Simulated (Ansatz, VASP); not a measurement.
## MgO: VASP beside Ansatz

Contents of POSCAR:

```
MgO
1.0
    0.0000000000      2.1351500000      2.1351500000
    2.1351500000      0.0000000000      2.1351500000
    2.1351500000      2.1351500000      0.0000000000
Mg O
1 1
Direct
   -0.1170877924      0.1170877924     -0.1170877924
    0.5000000000      0.5000000000      0.5000000000
```

File INCAR.step1:

```
  ALGO = Normal
  EDIFF = 1E-4
  ENCUT = 520
  GGA = PE
  ISMEAR = 0
  LASPH = T
  LCHARG = F
  LREAL = F
  LWAVE = T
  NBANDS = 11
  NELM = 80
  PREC = Accurate
  SIGMA = 0.05
```

The input INCAR.step2:

```
  ALGO = Normal
  EDIFF = 1E-6
  ENCUT = 520
  ISIF = 2
  ISMEAR = 0
  ISTART = 1
  LASPH = T
  LCHARG = F
  LMIXTAU = T
  LREAL = F
  LWAVE = F
  METAGGA = R2SCAN
  NBANDS = 11
  NELM = 80
  PREC = Accurate
  SIGMA = 0.05
```

Contents of KPOINTS:

```
k-points
0
Gamma
  10 10 10
```

Input for Ansatz:

```yaml
crystal:
  lattice:
    - [0.0, 2.13515, 2.13515]
    - [2.13515, 0.0, 2.13515]
    - [2.13515, 2.13515, 0.0]
  atoms:
    - { symbol: Mg, position: [-0.1170877924, 0.1170877924, -0.1170877924] }
    - { symbol: O, position: [0.5, 0.5, 0.5] }
basis:
  ecutwfc: 500
kpoints:
  mp_grid: { grid: [10, 10, 10] }
hamiltonian:
  xc: r2scan
scf:
  occupations: { method: gaussian, width: 0.05 }
output:
  forces: true
  stress: true
  eigenvalues: true
  write_density: true
  write_potential: true
  elf: true
  volumetric_format: npy
```

Change from the starting cell: all Mg atoms moved -0.500 Å, as atom 1 along Cartesian [0 1 0].

Alike in both runs: task single point; functional r2SCAN; k mesh 10 × 10 × 10; occupations gaussian, width 0.05 eV; no spin polarisation.

|  | VASP | Ansatz |
| --- | --- | --- |
| version | VASP 6.6.1 | Ansatz 0.2.0 |
| potentials or method | VASP PAW PBE potentials, release 64 (Mg, O) | scalar-relativistic, plane waves, PAW |
| plane-wave cutoff (eV) | 520 | 500 |
| valence electrons in the cell | 8 | 16 |

|  | VASP | Ansatz | Ansatz less VASP |
| --- | --- | --- | --- |
| gap on the k mesh at the Fermi level (eV) | 5.16 | 5.18 | +0.012 |
| least direct gap on the mesh (eV) | 5.16 | 5.18 | +0.012 |
| pressure (GPa) | 23.4 | 23.1 | -0.38 |
| largest component of the traceless stress (GPa) | 69.54 | 66.97 | -2.563 |
| rms of the force components (eV/Å) | 4.539 | 4.384 | -0.1554 |

Atom by atom the forces differ by 0.155 eV/Å (rms over components). The two sets of potentials don't hold the same shells in valence.

Caveats: so large a pressure means that the cell lies far from this level's equilibrium, or that cutoff or potentials fall short (VASP); the potentials were made for another functional, which shifts forces and pressure (VASP).
